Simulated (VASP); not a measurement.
Write the native input for VASP 6.6.1 that does the following.

| Quantity | Value |
| --- | --- |
| Task | single point |
| Functional | PBE |
| Potentials or basis | VASP PAW PBE potentials, release 64 (Si, C) |
| Cutoff | 520 eV |
| k mesh | 10 × 10 × 10 |
| Occupations | gaussian, width 0.01 eV |
| Spin | no spin polarisation |
| Dipole correction | no |
| Further INCAR settings | ALGO = Normal; EDIFF = 1e-06; NBANDS = 11 |

The structure of SiC lies in POSCAR:

```
SiC
1.0
   -0.0103246600      2.1782847606      2.1975389081
    2.1782847606     -0.0103246600      2.1975389081
    2.1679601006      2.1679601006      0.0000000000
Si C
1 1
Direct
   -0.0004557933     -0.0004557933      0.0004557933
    0.2504557933      0.2504557933      0.2495442067
```

The cell was built by a generator and isn't the measured one.

These files were run (other wordings do the same):

INCAR

```
SYSTEM = SiC
PREC = Accurate
ENCUT = 520
EDIFF = 1E-6
ISMEAR = 0
SIGMA = 0.01
LREAL = .FALSE.
LASPH = .TRUE.
NELM = 100
ALGO = Normal
ISIF = 2
LWAVE = .FALSE.
LCHARG = .FALSE.
GGA = PE
NBANDS = 11
```

KPOINTS

```
regular mesh
0
G
  10 10 10
  0 0 0
```

Potentials or basis: VASP PAW PBE potentials, release 64 (Si, C).

The run is started by

```bash
$ cat potpaw_PBE.64/Si/POTCAR potpaw_PBE.64/C/POTCAR > POTCAR
$ mpirun -np 1 vasp_std > vasp.out
```

Results of the run:

The pressure is 1.5 GPa. The band gap on the k mesh is 1.27 eV, indirect (least direct gap 4.44 eV).

Wall time 10 s on 1 thread of Intel(R) Xeon(R) 6975P-C (Granite Rapids), on a shared host, peak memory 0.16 GiB.
